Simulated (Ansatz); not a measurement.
Input of an Ansatz 0.2.0 run:

Contents of input.yaml:

```yaml
crystal:
  lattice:
    - [2.71648, 0.0, 0.0]
    - [0.0, 2.71648, 0.0]
    - [0.0, 0.0, 2.71648]
  atoms:
    - { symbol: Ga, position: [0.0, 0.0, 0.0] }
hamiltonian:
  xc: pbesol
  pseudopotentials: { kind: paw }
kpoints:
  mp_grid: { grid: [10, 10, 10] }
scf:
  occupations: { method: fermi_dirac, width: 0.05 }
output:
  forces: true
  stress: true
  eigenvalues: true
relax:
  f_tol: 0.01
  max_steps: 40
  cell: { stress_tol: 0.05 }
```

Potentials or basis: Ansatz PAW.

Command:

```console
$ ansatz run input.yaml --threads 2 --pin off --max-ram 5632MiB --backend cpu --events-out ev --progress --plain --runs-dir out
```

**Question.** Estimate the band gap on the k mesh.

**Answer.** None (metal or under the smearing width).

**Question.** Predict the relaxed volume.

**Answer.** 18.70 Å³/atom.

**Question.** Estimate the space group after relaxing (to 0.05 Å).

**Answer.** Pm-3m (No. 221).

**Question.** What does it give for the relaxed cell?

**Answer.** a = 2.654 Å, b = 2.654 Å, c = 2.654 Å, α = 90.00°, β = 90.00°, γ = 90.00°.

Step by step:
```csv
step,energy change (eV),largest force (eV/Å),volume (Å³)
1,0.0000,0.0000,20.05
2,-0.0138,0.0000,19.03
3,-0.0148,0.0000,18.58
4,-0.0149,0.0000,18.70
5,-0.0146,0.0000,18.70
```

Caveat: the plane-wave basis is chosen anew once the cell has moved, so the energies of steps on either side of that aren't comparable; the PAW data sets come from PBE, with cores solved anew for the run's functional, which leaves a small shift of forces and pressure.
